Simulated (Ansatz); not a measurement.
Clean, relaxed (110) surface of TiAl, space group P4/mmm (No. 123) (top face towards +c; atoms held fixed, by place in the list: 1, 2, 3, 4):

```
CELL_PARAMETERS angstrom
3.95295 0.00000 0.00000
0.00000 4.03874 0.00000
0.00000 0.00000 22.92943
ATOMIC_POSITIONS crystal
Ti 0.50000 0.00000 0.37070
Al 0.00000 0.50000 0.37070
Ti 0.00000 0.00000 0.45690
Al 0.50000 0.50000 0.45690
Ti 0.50000 0.00000 0.54242
Al 0.00000 0.50000 0.54417
Ti 0.00000 0.00000 0.62574
Al 0.50000 0.50000 0.62844
```

These are results of Ansatz 0.2.0, DFT PBEsol, scalar-relativistic, plane waves, PAW, not measurements. Settings: cutoff 420 eV, Γ-centred mesh 7×7×1 on the computed 8-atom cell, Gaussian smearing of 0.10 eV; no spin polarisation. The cell repeats along c with a dipole correction in the vacuum.

E_ads counts from the clean slab and the free adsorbate (spin-polarised where it has unpaired electrons); negative means bound. With the adsorbate the cell is lengthened along c to keep the vacuum.

**Question.** Ga (atom) is put at the bridge (Ti-Al) at (0.25, 0.75) site, one adsorbate per 16.0 Å². What structure does it relax to?

**Answer.** E_ads = -3.17 eV. Contacts: Ga–Ti 2.74 Å, Ga–Al 2.77 Å.

```
CELL_PARAMETERS angstrom
3.95295 0.00000 0.00000
0.00000 4.03874 0.00000
0.00000 0.00000 24.92943
ATOMIC_POSITIONS crystal
Ti 0.50000 0.00000 0.34096
Al 0.00000 0.50000 0.34096
Ti 0.00000 0.00000 0.42025
Al 0.50000 0.50000 0.42025
Ti 0.50054 0.99948 0.49967
Al 0.00045 0.49955 0.50150
Ti 0.00162 0.99926 0.58166
Al 0.50129 0.49931 0.57803
Ga 0.00088 0.49871 0.65616
```

Each end is the local minimum or symmetric point that its start leads to. The slab is only 5.9 Å thick, so the energies aren't converged with thickness.

The adsorbed runs have no spin polarisation, so weakly bound open-shell ends lie too high.